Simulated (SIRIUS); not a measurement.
## MgO under changes of volume

One of the cells (10.016 Å³/atom); the others are scaled copies at fixed shape and fractional positions:

```
Mg O
1.0
     2.93802    0.00000    0.00000
    -1.46901    2.54440    0.00000
     0.00000    0.00000    2.67968
Mg O
1 1
Direct
  0.00000 0.00000 0.00000
  0.33333 0.66667 0.50000
```

Measurements of this composition are mostly on another form, of space group No. 225.

| Property | Result |
| --- | --- |
| Program | SIRIUS 7.12.0 |
| Functional | PBEsol |
| Potentials or basis | all-electron FP-LAPW |
| Cutoff | 276 eV |
| Basis | apw+lo standard |
| k mesh | 10 × 10 × 10 |
| Occupations | fermi-dirac, width 0.05 eV |
| Spin | no spin polarisation |

| volume (Å³/atom) | energy over the lowest point (meV/atom) | gap on the mesh (eV) |
| --- | --- | --- |
| 9.415 | ? | ? |
| 9.615 | 0.44 | 3.25 |
| 9.816 | 0.00 | 3.09 |
| 10.016 | 3.24 | 2.94 |
| 10.216 | 9.74 | 2.80 |
| 10.417 | 19.02 | 2.66 |
| 10.617 | 31.08 | 2.53 |

**Question.** What does the run at 9.415 Å³/atom give?

**Answer.** Energy over the lowest point 4.80 meV/atom; gap on the mesh 3.41 eV.

Worked out: A Birch-Murnaghan fit of order 3 (a polynomial in V^(-2/3)) to the other rows has its minimum at 9.74 Å³/atom with B0 = V·E''(V) = 146 GPa and B' = 4.2 at fixed shape and positions, which overstates the stiffness. It gives 4.84 meV/atom at 9.415 Å³/atom, against the run's 4.80. A straight line through the other rows of the gap, of slope -7.25 eV per unit of ln V, extrapolates to 3.40 eV, against the run's 3.41.

Energies are extrapolated to zero smearing.

A mesh can miss the band edges.
